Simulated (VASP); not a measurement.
Runs of VASP 6.6.1 on TiO2. It takes space group P4_2/mnm (No. 136, tetragonal). The conventional cell has a = 4.592 Å, b = 4.592 Å, c = 2.942 Å, α = 90.00°, β = 90.00°, γ = 90.00°. Ti (site symmetry mmm) is surrounded by 6 O at 1.94 to 1.98 Å. O (site symmetry m2m) is surrounded by 3 Ti at 1.94 to 1.98 Å. 

```csv
level,potentials or basis,k mesh,cutoff (eV),smearing,gap on the mesh (eV),pressure (GPa),largest force (eV/Å)
PBEsol,"VASP PAW PBE potentials, release 64 (Ti_sv, O)",10 × 10 × 14,520,gaussian 0.02 eV,1.83,0.2,-
PBEsol,"VASP PAW PBE potentials, release 64 (Ti_sv, O_h)",6 × 6 × 10,900,gaussian 0.02 eV,(b),-0.4,0.01
r2SCAN,"VASP PAW PBE potentials, release 64 (Ti_sv, O)",6 × 6 × 10,520,gaussian 0.02 eV,2.24,2.8,0.02
PBEsol,"VASP PAW PBE potentials, release 64 (Ti_sv, O)",6 × 6 × 10,700,gaussian 0.02 eV,1.83,(a),0.01
PBEsol,"VASP PAW PBE potentials, release 64 (Ti_sv, O)",6 × 6 × 10,520,gaussian 0.5 eV,1.83,0.2,-
```

Alike in all rows: task single point; no spin polarisation; cell as given.

Question: Fill in the values left out.

Answer: (a) 0.0; (b) 1.84.

Caveats: the PAW data sets were made with another functional, which shifts forces and pressure a little; the cutoff is under 1.25 times the usual one of these potentials, so pressure, stress and relaxed cells hold a basis-set (Pulay) error (some runs).

A k mesh can miss the band edges.

Not every run made on this cell is shown here.
